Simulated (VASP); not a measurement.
A calculation with VASP 6.6.1 of Mo (native input, structure from a POSCAR):

INCAR

```
SYSTEM = Mo
  PREC = Accurate
  ENCUT = 520
  EDIFF = 1E-7
  ISMEAR = 0
  SIGMA = 0.05
  LREAL = .FALSE.
  LASPH = .TRUE.
  NELM = 80
  ALGO = Normal
  ISIF = 2
  LWAVE = .FALSE.
  LCHARG = .FALSE.
  GGA = PS
  NBANDS = 13
```

KPOINTS

```
Automatic mesh
0
G
  11 11 11
  0 0 0
```

File POSCAR:

```
Mo
1.0
    0.0000000000      2.0150000000      2.0150000000
    2.0150000000      0.0000000000      2.0150000000
    2.0150000000      2.0150000000      0.0000000000
Mo
1
Cartesian
    0.0000000000      0.0000000000      0.0000000000
```

Potentials or basis: VASP PAW PBE potentials, release 54 (Mo_sv).

The run is started by

```console
$ cat potpaw_PBE.54/Mo_sv/POTCAR > POTCAR
$ mpirun -np 1 vasp_std > vasp.out
```

This isn't the form of Mo at room conditions, which is bcc.

Question: Write the same calculation in another form: ASE script, structure typed inline.

Answer: As run:

Contents of run.py:

```python
from ase import Atoms
from ase.calculators.vasp import Vasp
from ase.dft.bandgap import bandgap

atoms = Atoms(
    ['Mo'],
    cell=[[0.0, 2.015, 2.015], [2.015, 0.0, 2.015], [2.015, 2.015, 0.0]],
    scaled_positions=[[0.0, 0.0, 0.0]],
    pbc=True,
)
calc = Vasp(
    directory='calc',
    xc='pbesol',
    pp='PBE',
    setups='recommended',
    pp_version='54',
    prec='Accurate',
    encut=520,
    ediff=1e-07,
    ismear=0,
    sigma=0.05,
    lreal=False,
    lasph=True,
    nelm=80,
    algo='Normal',
    isif=2,
    lwave=False,
    lcharg=True,
    lelf=True,
    lvhar=True,
    kpts=[11, 11, 11],
    gamma=True,
    nbands=13,
)
atoms.calc = calc

print('energy (eV):', atoms.get_potential_energy())
print('free energy (eV):', atoms.get_potential_energy(force_consistent=True))
print('forces (eV/A):')
print(atoms.get_forces())
print('stress (eV/A^3, Voigt):', atoms.get_stress())
print('Fermi level (eV):', calc.get_fermi_level())
gap, top, bottom = bandgap(calc)
print('band gap (eV):', gap, 'from (spin, k, band)', top, 'to', bottom)
```

Potentials or basis: VASP PAW PBE potentials, release 54 (Mo_sv).

Launch:

```sh
$ python run.py
```

Both were run:

|  | native input, structure from a POSCAR | ASE script, structure typed inline |
| --- | --- | --- |
| Pressure | -11.2 GPa | -11.2 GPa |
| Band gap on the k mesh | none (metal or under the smearing width) | none (metal or under the smearing width) |

Keys that steer only the numerical path or the files written may differ.

Caveat: the PAW data sets were made with another functional, which shifts forces and pressure a little.
